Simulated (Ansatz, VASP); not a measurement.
# KBr in VASP and in Ansatz

```
K Br
1.0
    -0.01594    3.17958    3.17958
     3.17958   -0.01594    3.17958
     3.17958    3.17958   -0.01594
K Br
1 1
Direct
  0.00000 0.00000 0.00000
  0.50000 0.50000 0.50000
```

Change from the starting cell: equal xy, yz and zx engineering shears of -0.5 %.

Alike in both runs: functional LDA; k mesh 6 × 6 × 6; no spin polarisation.

Ansatz relaxed the structure, and its values are those at the end. VASP's run is a single point on that final structure, the one shown.

|  | VASP | Ansatz |
| --- | --- | --- |
| version | VASP 6.6.1 | Ansatz 0.2.0 |
| potentials or method | VASP PAW LDA potentials, release 64 (K_sv, Br), cutoff 520 eV | all-electron LAPW, scalar-relativistic |
| occupations | gaussian, width 0.01 eV | fixed |

```csv
,VASP,Ansatz,Ansatz less VASP
gap on the k mesh at the Fermi level (eV),4.31,4.30,-0.008
pressure (GPa),0.1,0.0,-0.09
```

Ansatz ran all-electron here, so the differences hold the error of VASP's frozen core and of both bases.
